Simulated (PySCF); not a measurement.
Runs of PySCF 2.14.0 on PbSe (Clausthalite). The structure is cubic, space group Fm-3m (No. 225). The conventional cell has a = 6.121 Å, b = 6.121 Å, c = 6.121 Å, α = 90.00°, β = 90.00°, γ = 90.00°. Around Pb (site symmetry m-3m) lie 6 Se at 3.06 Å. Se (site symmetry m-3m) has 6 Pb at 3.06 Å as nearest neighbours. 

```tsv
task	level	potentials or basis	k mesh	smearing	density cutoff	potentials	conv_tol	exxdiv	coulomb method	mesh quality	gap on the mesh (eV)
EOM-CCSD ionisation and attachment energies	HF	DZVP-MOLOPT-HYB/GTH-HYB (UZH) (potentials made for PBE0)	2 × 2 × 2	fixed	50 Ha	Pb GTH-HYB-q4, Se GTH-HYB-q6	1e-08 Ha	ewald	Gaussian density fitting (GDF)	coarse	(a)
density of states	PBE	DZVP-MOLOPT-SR/GTH-PBE (potentials made for PBE)	8 × 8 × 8	fermi-dirac 0.05 eV	58 Ha	Pb GTH-PBE-q4, Se GTH-PBE-q6	1e-07 Ha	-	multigrid	not flagged	0.32
atomic charges	r2SCAN	DZVP-MOLOPT-HYB/GTH-HYB (UZH) (potentials made for PBE0)	2 × 2 × 2	fixed	50 Ha	Pb GTH-HYB-q4, Se GTH-HYB-q6	1e-07 Ha	-	Gaussian density fitting (GDF)	coarse	0.22
density of states	PBEsol	DZVP-MOLOPT-SR/GTH-PBE (potentials made for PBE)	8 × 8 × 8	fermi-dirac 0.05 eV	58 Ha	Pb GTH-PBE-q4, Se GTH-PBE-q6	1e-07 Ha	-	multigrid	not flagged	0.21
```

Alike in all rows: no spin polarisation; cell as given.

Problem. Fill in the values left out.

Solution. (a) 4.50.

Caveats: some runs use coarse meshes; spin-orbit coupling is left out, which as a rule narrows the gap of such compounds by several tenths of an eV; the basis of atomic orbitals isn't converged, which shifts pressures, moduli and gaps; mesh and basis are far too small for converged many-body values: gaps can be off by tenths of an eV to over 1 eV, and much correlation energy is missing (some runs); the iterative solver can pass over a root and still report convergence (some runs); on so small a mesh gaps with full-range exact exchange can be off by tenths of an eV to over 1 eV (some runs).

A k mesh can miss the band edges, and the runs leave out spin-orbit coupling on Pb, Se.

Not every run made on this cell is shown here.
